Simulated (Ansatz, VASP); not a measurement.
## CdSe: VASP beside Ansatz

INCAR

```
PREC = Accurate ; ENCUT = 520
EDIFF = 1E-8 ; ISMEAR = 0
SIGMA = 0.01 ; LREAL = False
LASPH = True ; NELM = 80
ALGO = Fast ; ISIF = 2
LWAVE = False ; LCHARG = False
GGA = PE ; LEFG = True
NBANDS = 66
```

Contents of KPOINTS:

```
regular mesh
0
Gamma
  3 3 3
```

POSCAR

```
CdSe
1.0
    6.5191280748      3.7638203488      0.0000000000
   -6.5191280748      3.7638203488      0.0000000000
    0.0000000000      0.0000000000      7.0898398800
Cd Se
6 6
Direct
    0.3333333333      0.0000000000      0.4999533600
    0.6666666667      0.6666666667      0.4999533600
    0.0000000000      0.3333333333      0.4999533600
    0.3333333333      0.3333333333      0.9999533600
    0.6666666667      0.0000000000      0.9999533600
    0.0000000000      0.6666666667      0.9999533600
    0.3333333333      0.0000000000      0.8759066400
    0.6666666667      0.6666666667      0.8759066400
    0.0000000000      0.3333333333      0.8759066400
    0.3333333333      0.3333333333      0.3759066400
    0.6666666667      0.0000000000      0.3759066400
    0.0000000000      0.6666666667      0.3759066400
```

Input for Ansatz:

```yaml
crystal:
  lattice:
    - [6.5191280748, 3.7638203488, 0.0]
    - [-6.5191280748, 3.7638203488, 0.0]
    - [0.0, 0.0, 7.08983988]
  atoms:
    - { symbol: Cd, position: [0.3333333333, 0.0, 0.49995336] }
    - { symbol: Cd, position: [0.6666666667, 0.6666666667, 0.49995336] }
    - { symbol: Cd, position: [0.0, 0.3333333333, 0.49995336] }
    - { symbol: Cd, position: [0.3333333333, 0.3333333333, 0.99995336] }
    - { symbol: Cd, position: [0.6666666667, 0.0, 0.99995336] }
    - { symbol: Cd, position: [0.0, 0.6666666667, 0.99995336] }
    - { symbol: Se, position: [0.3333333333, 0.0, 0.87590664] }
    - { symbol: Se, position: [0.6666666667, 0.6666666667, 0.87590664] }
    - { symbol: Se, position: [0.0, 0.3333333333, 0.87590664] }
    - { symbol: Se, position: [0.3333333333, 0.3333333333, 0.37590664] }
    - { symbol: Se, position: [0.6666666667, 0.0, 0.37590664] }
    - { symbol: Se, position: [0.0, 0.6666666667, 0.37590664] }
kpoints:
  mp_grid: { grid: [3, 3, 3] }
scf:
  occupations: { method: fixed }
hamiltonian:
  xc: pbe
  pseudopotentials: { kind: paw }
output:
  forces: true
  efg: { contact_densities: true }
  core_levels:
    shells: { Se: "3d", Cd: "3d" }
    counted_from: valence_top
    eps_inf: [7.333, 7.333, 7.444]
    add_spin: false
```

Alike in both runs: task electric field gradients; functional PBE; k mesh 3 × 3 × 3; no spin polarisation.

|  | VASP | Ansatz |
| --- | --- | --- |
| version | VASP 6.6.1 | Ansatz 0.2.0 |
| potentials or method | VASP PAW PBE potentials, release 64 (Cd, Se) | plane-wave PAW, scalar-relativistic |
| plane-wave cutoff (eV) | 520 | 420 |
| occupations | gaussian, width 0.01 eV | fixed |
| valence electrons in the cell | 108 | 216 |

|  | VASP | Ansatz | Ansatz less VASP |
| --- | --- | --- | --- |
| gap on the k mesh at the Fermi level (eV) | 0.60 | 0.60 | +0.001 |
| rms of the force components (eV/Å) | 0.004 | 0.003 | -0.0004 |
| Vzz of the field gradient on the site that differs most (V/Å²) | 2.9 | 2.6 | -0.34 |

Atom by atom the forces differ by 0.000 eV/Å (rms over components). The two sets of potentials don't hold the same shells in valence. Ansatz warned: «gradients_without_spin_orbit».
